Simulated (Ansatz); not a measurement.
Crystal: InSe.

```
In Se
1.0
     4.05000    0.00000    0.00000
    -2.02500    3.50740    0.00000
     0.00000    0.00000   16.93000
In Se
4 4
Cartesian
  2.0250 1.1691 14.2720
  0.0000 2.3383 5.8070
  2.0250 1.1691 11.1230
  0.0000 2.3383 2.6580
  2.0250 1.1691 6.7381
  0.0000 2.3383 15.2031
  2.0250 1.1691 1.7269
  0.0000 2.3383 10.1919
```

Base run:

| Property | Result |
| --- | --- |
| Program | Ansatz 0.2.0 |
| Functional | r2SCAN |
| Potentials or basis | Ansatz PAW |
| Cutoff | 500 eV |
| Density cutoff | 2000 eV |
| k mesh | 8 × 8 × 2 |
| Occupations | fermi-dirac, width 0.05 eV |
| Spin | no spin polarisation |

Its results: band gap on the k mesh none (metal or under the smearing width); pressure 5.9 GPa; largest force 2.867 eV/Å.

**Question.** The run is repeated on the same cell with these changes: functional from r2SCAN to PBEsol; cutoff from 500 eV to 420 eV; density cutoff from 2000 eV to 1680 eV. What comes out?

**Answer.** Band gap on the k mesh none (metal or under the smearing width); pressure 5.0 GPa; largest force 2.736 eV/Å.

Caveats: the PAW data sets come from PBE, with cores solved anew for the run's functional, which leaves a small shift of forces and pressure; forces of over 1 eV/Å show positions far from the minimum, so gaps and moduli don't describe the material at rest; this functional lacks dispersion, which binds the layers, so the pressure and a relaxed spacing across them are unreliable (some runs).

Not every run made on this cell is shown here.
